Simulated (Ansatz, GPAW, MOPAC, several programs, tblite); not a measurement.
# Many methods on one cell: HfO2 (1T monolayer)

HfO2 (1T monolayer), relaxed with r2SCAN in Ansatz, was computed with several methods. In-plane lattice: a = 3.232 Å, b = 3.232 Å, γ = 120.0°; thickness between the outer nuclei 1.92 Å. Hf has 6 O at 2.10 Å; O has 3 Hf at 2.10 Å. Values at 0 K without nuclear motion; spin polarisation is off, and the phase may be a hypothetical one.

```xyz
3
Lattice="3.2321 0.0000 0.0000 -1.6161 2.7991 0.0000 0.0000 0.0000 29.2760" Properties=species:S:1:pos:R:3 pbc="T T F"
Hf    0.0000    0.0000    9.0000
O     0.0000    1.8661    9.9596
O     1.6161    0.9330    8.0404
```
Periodic in the plane only; c spans the vacuum.

Gaps and times are for a single point on this cell. Times are rough, from shared hosts (Arm Neoverse V2), and each method has its own mesh and cell size. PM7 (MOPAC) and PM6 (MOPAC): levels, charges or heat of formation failed a check of plausibility, so no values are given. PM6 (MOPAC), PM7 (MOPAC), GFN1-xTB (tblite), GFN2-xTB (tblite) treat a cluster of cells at its zone centre, which samples few k points: where these miss a band edge, the gap comes out too large for that reason alone. Gaps from k meshes are read at a limited set of points (mesh, symmetry points, PBE's band edges), so each method's own least gap may be somewhat smaller. xTB and the PM methods were fitted mostly to molecules, and can miss a solid's gap by electronvolts. Minimal bases can be far off for gaps. GLLB-SC's gap includes the derivative discontinuity. d marks a direct gap, i an indirect one (no mark: not told apart), a dash a value that wasn't computed or didn't pass its checks.

```json
{"method": "PM7 (MOPAC)", "kind": "semi-empirical", "gap (eV)": "–", "atoms computed": "27", "processor time": "0.45 s"}
{"method": "GFN1-xTB (tblite)", "kind": "tight binding", "gap (eV)": "2.91", "atoms computed": "27", "processor time": "0.67 s"}
{"method": "GFN2-xTB (tblite)", "kind": "tight binding", "gap (eV)": "2.71", "atoms computed": "27", "processor time": "0.88 s"}
{"method": "PM6 (MOPAC)", "kind": "semi-empirical", "gap (eV)": "–", "atoms computed": "27", "processor time": "1.4 s"}
{"method": "light PBE (260 eV and a coarse mesh)", "kind": "light plane-wave", "gap (eV)": "4.91 i", "atoms computed": "3", "processor time": "2.3 s"}
{"method": "PBE", "kind": "semilocal", "gap (eV)": "4.93 i", "atoms computed": "3", "processor time": "8.2 s"}
{"method": "PBE/single zeta (GPAW)", "kind": "small basis", "gap (eV)": "4.46 i", "atoms computed": "3", "processor time": "8.3 s"}
{"method": "r2SCAN", "kind": "semilocal", "gap (eV)": "5.47 i", "atoms computed": "3", "processor time": "21 s"}
{"method": "GLLB-SC (GPAW)", "kind": "model potential", "gap (eV)": "8.05", "atoms computed": "3", "processor time": "46 s"}
```

Against r2SCAN (5.47 eV) and with closed or daggered gaps left aside, the nearest gap at the points sampled is that of PBE (-0.54 eV) and the farthest that of GFN2-xTB (tblite) (-2.76 eV). r2SCAN is only a yardstick of convenience: semilocal gaps usually lie below measured ones, which GLLB-SC and hybrids aim to mend.

Spin-orbit coupling is left out, which matters wherever the heavy atoms make up the band edges.
